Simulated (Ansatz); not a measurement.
**Two Ansatz runs on CuO**

The cell is built from the CsCl type as a first guess.

First run: DFT, PBE, PAW with Ansatz's default frozen-core files, scalar-relativistic (Ansatz 0.2.0).

Command: `ansatz run input.yaml --threads 1 --pin off --max-ram 2048MiB --backend cpu --events-out ev --progress --plain --runs-dir out` The run took 11 s on 1 thread of Arm Neoverse V2, on a shared host, peak memory 0.32 GiB.

```yaml
crystal:
  lattice:
    - [2.8125, 0.0, 0.0]
    - [0.0, 2.8125, 0.0]
    - [0.0, 0.0, 2.8125]
  atoms:
    - { symbol: Cu, position: [0.0, 0.0, 0.0] }
    - { symbol: O, position: [0.5, 0.5, 0.5] }
kpoints:
  mp_grid: { grid: [12, 12, 12] }
scf:
  occupations: { method: fermi_dirac, width: 0.08 }
hamiltonian:
  xc: pbe
  pseudopotentials: { kind: paw }
output:
  forces: true
  stress: true
relax:
  f_tol: 0.005
  max_steps: 80
  cell: {}
```

Result: converged; relaxed volume 9.167 Å³/atom; 51 SCF iterations in all.

Without spin polarisation or U, such a compound can come out metallic where the real one is a magnetic insulator.

The input is then changed:

```diff
@@ -7,6 +7,7 @@
     - { symbol: Cu, position: [0.0, 0.0, 0.0] }
     - { symbol: O, position: [0.5, 0.5, 0.5] }
+  symmetry: { detect: false }
 kpoints:
-  mp_grid: { grid: [12, 12, 12] }
+  mp_grid: { grid: [4, 4, 4] }
 scf:
   occupations: { method: fermi_dirac, width: 0.08 }
@@ -14,4 +15,5 @@
   xc: pbe
   pseudopotentials: { kind: paw }
+  hubbard: { sites: [{ species: Cu, l: d, u_eff: 6.0 }], double_counting: fll }
 output:
   forces: true
```

(1) Predict the outcome of the changed run.

## Answers

(1) It converged; relaxed volume 10.928 Å³/atom; 511 SCF iterations in all. Some of these settings are too coarse for converged properties.
